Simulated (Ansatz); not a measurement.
A (001) slab of Zr (P6_3/mmc (No. 194)), 6 planes, outer planes Zr (top) and Zr (bottom), with 6 atoms (Zr6) in a surface cell of A = 9.060 Å², as cut from the bulk:

```
CELL_PARAMETERS angstrom
3.23448 0.00000 0.00000
-1.61724 2.80114 0.00000
0.00000 0.00000 27.91366
ATOMIC_POSITIONS crystal
Zr 0.66667 0.33333 0.26869
Zr 0.33333 0.66667 0.36121
Zr 0.66667 0.33333 0.45374
Zr 0.33333 0.66667 0.54626
Zr 0.66667 0.33333 0.63879
Zr 0.33333 0.66667 0.73131
```

These are results of DFT PBE, scalar-relativistic, plane waves, PAW (Ansatz), not measurements. Plane waves to 420 eV, a k mesh through Γ of 12×12×1 on the computed 6-atom cell and Gaussian smearing (0.10 eV); no spin polarisation. The cell repeats along c with a dipole correction in the vacuum.

Against the same 6 atoms in the bulk, the slab as cut lies 1.902 eV higher and the relaxed slab 1.798 eV higher.

(1) Work out the surface energy before and after relaxation.

(2) What is the ideal work of this cut, per area?

Results:

(1) The slab has two faces, so γ = (E_slab − N·E_bulk)/(2A), the mean of both. As cut: 1.902/(2 × 9.060) = 0.1050 eV/Å², and 1 eV/Å² = 16.02 J/m², so γ = 1.68 J/m². Relaxed: 1.798/(2 × 9.060) = 0.0992 eV/Å² = 1.59 J/m². Relaxation recovers 5 % of the cost of cutting.

(2) Griffith's ideal work is 2γ: 3.36 J/m² if the new faces stay rigid, 3.18 J/m² if they relax. One thickness was run, 6 planes, so γ can still shift with it.